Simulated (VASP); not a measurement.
Wanted: the native input for a VASP 6.6.1 run.

```yaml
Task: single point
Functional: PBE
Potentials_or_basis: VASP PAW PBE potentials, release 64 (V_sv)
Cutoff: 520 eV
k_mesh: 12 × 12 × 12
Occupations: fermi-dirac, width 0.05 eV
Spin: collinear spin, ferromagnetic start
Starting_moments: "[2.0] μB"
Further_INCAR_settings: ALGO = Normal; EDIFF = 1e-07; NBANDS = 16
```

The structure of V lies in POSCAR:

```
V
1.0
   -1.5169890000      1.5201330000      1.5775550000
    1.4987350000     -1.4780690000      1.5172360000
    1.5065820000      1.4676620000     -1.5354910000
V
1
Direct
    0.0102680000      0.0045550000     -0.0011910000
```

The cell isn't the ideal one: cell strained at random at fixed volume.

These files were run (other wordings do the same):

INCAR

```
PREC = Accurate
ENCUT = 520
EDIFF = 1E-7
ISMEAR = -1
SIGMA = 0.05
LREAL = False
LASPH = True
NELM = 100
ALGO = Normal
ISIF = 2
LWAVE = False
LCHARG = True
ISPIN = 2
MAGMOM = 2
LORBIT = 11
LMAXMIX = 4
GGA = PE
LELF = True
LVHAR = True
NBANDS = 16
```

KPOINTS

```
regular mesh
0
Gamma
  12 12 12
```

Potentials or basis: VASP PAW PBE potentials, release 64 (V_sv).

Launch:

```bash
$ cat potpaw_PBE.64/V_sv/POTCAR > POTCAR
$ mpirun -np 1 vasp_std > vasp.out
```

It gave:

| Quantity | Value |
| --- | --- |
| Pressure | -5.1 GPa |
| Band gap on the k mesh | none (metal or under the smearing width) |
| Net moment | 0.00 μB per cell |
| Valence electrons inside the program's atomic spheres | V 11.60 |

It took 7 min on 1 thread of AMD EPYC 7R13 Processor (Zen 3) (shared host), peak memory 0.33 GiB.
